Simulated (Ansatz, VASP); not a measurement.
BaS in VASP and in Ansatz

```
Ba S
1.0
     3.89983    0.06607    0.06607
     0.06607    3.89983    0.06607
     0.06607    0.06607    3.89983
Ba S
1 1
Cartesian
  0.0000 0.0000 0.0000
  2.0160 2.0160 2.0160
```

Change from the starting cell: shear_111 strain +5.2%.

Alike in both runs: task single point; functional r2SCAN; k mesh 6 × 6 × 6; no spin polarisation.

|  | VASP | Ansatz |
| --- | --- | --- |
| version | VASP 6.6.1 | Ansatz 0.2.0 |
| potentials or method | VASP PAW PBE potentials, release 64 (Ba_sv, S) | plane waves, PAW |
| plane-wave cutoff (eV) | 520 | 500 |
| occupations | gaussian, width 0.01 eV | fixed |
| valence electrons in the cell | 16 | 16 |

Ansatz gave:

| Item | Value |
| --- | --- |
| gap on the k mesh at the Fermi level (eV) | 2.00 |
| pressure (GPa) | -2.0 |
| largest component of the traceless stress (GPa) | 0.12 |

Q: What did VASP give for the same quantities?

A: gap on the k mesh at the Fermi level (eV): 1.90; pressure (GPa): -1.3; largest component of the traceless stress (GPa): 0.17.

Caveats: the PAW data sets were made with another functional, which shifts forces and pressure a little (VASP); spin-orbit coupling is left out, which moves the levels of the heavy elements. A k mesh can miss the band edges.
